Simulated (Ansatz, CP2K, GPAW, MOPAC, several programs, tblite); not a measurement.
## MoTe2 (CdI2 type) from semi-empirical methods to plane-wave DFT

MoTe2, CdI2 type, relaxed with r2SCAN+rVV10 in Ansatz, was computed with several methods. Space group P-3m1 (No. 164), trigonal; a = 3.519 Å, c = 7.214 Å in the conventional setting, 25.80 Å³ an atom. Mo has 6 Te at 2.73 Å; Te has 3 Mo at 2.73 Å. Simulation only: spin-unpolarised, and no claim that this is the phase found in nature.

```xyz
3
Lattice="3.5195 0.0000 0.0000 -1.7597 3.0479 0.0000 0.0000 0.0000 7.2145" Properties=species:S:1:pos:R:3 pbc="T T T"
Mo    0.0000    0.0000    0.0000
Te    0.0000    2.0320    1.8283
Te    1.7597    1.0160    5.3862
```

Gaps and times are for a single point on this cell; volume and bulk modulus come from each method's own relaxation or energy curve at fixed shape, which is too stiff where a cell has free coordinates or axes. Times are rough, from shared hosts (Arm Neoverse V2), and each method has its own mesh and cell size. A double dagger marks a value from a curve with shape and coordinates held. PM7 (MOPAC) and PM6 (MOPAC): levels, charges or heat of formation failed a check of plausibility, so no values are given. PM6 (MOPAC), PM7 (MOPAC), GFN1-xTB (tblite), GFN2-xTB (tblite) treat a cluster of cells at its zone centre, which samples few k points: where these miss a band edge, the gap comes out too large for that reason alone. Gaps from k meshes are read at a limited set of points (mesh, symmetry points, PBE's band edges), so each method's own least gap may be somewhat smaller. xTB and the PM methods were fitted mostly to molecules, and can miss a solid's gap by electronvolts. Minimal bases can be far off for gaps. Curves at held shape can't give the bulk modulus of a layered or molecular crystal, so none is listed. d marks a direct gap, i an indirect one (no mark: not told apart), a dash a value that wasn't computed or didn't pass its checks.

| method | kind | gap (eV) | own volume (Å³/atom) | bulk modulus (GPa) | atoms computed | processor time |
| --- | --- | --- | --- | --- | --- | --- |
| light PBE (260 eV and a coarse mesh) | light plane-wave | overlap 0.58 | – | – | 3 | 1.2 s |
| GFN1-xTB (tblite) | tight binding | 0.16 | 24.34‡ | – | 54 | 2.9 s |
| PM7 (MOPAC) | semi-empirical | – | – | – | 54 | 4.9 s |
| GFN2-xTB (tblite) | tight binding | 0.28 | 24.19‡ | – | 54 | 5.2 s |
| PBE | semilocal | overlap 0.58 | – | – | 3 | 6.6 s |
| PBE/SZV (CP2K) | small basis | overlap 0.41 | – | – | 3 | 9.7 s |
| r2SCAN | semilocal | overlap 0.62 | – | – | 3 | 17 s |
| PM6 (MOPAC) | semi-empirical | – | – | – | 54 | 30 s |
| PBE/DZVP (CP2K) | small basis | overlap 0.59 | 26.82‡ | – | 3 | 33 s |
| PBE/single zeta (GPAW) | small basis | overlap 0.55 | – | – | 3 | 35 s |

With PBE and r2SCAN the bands overlap or touch, or nearly. Semilocal functionals can close a real gap, so this doesn't show a metal; small gaps of other methods may in turn close between the points read or with spin-orbit coupling, and the solid may be a semimetal.

Spin-orbit coupling is left out, which matters wherever the heavy atoms make up the band edges.
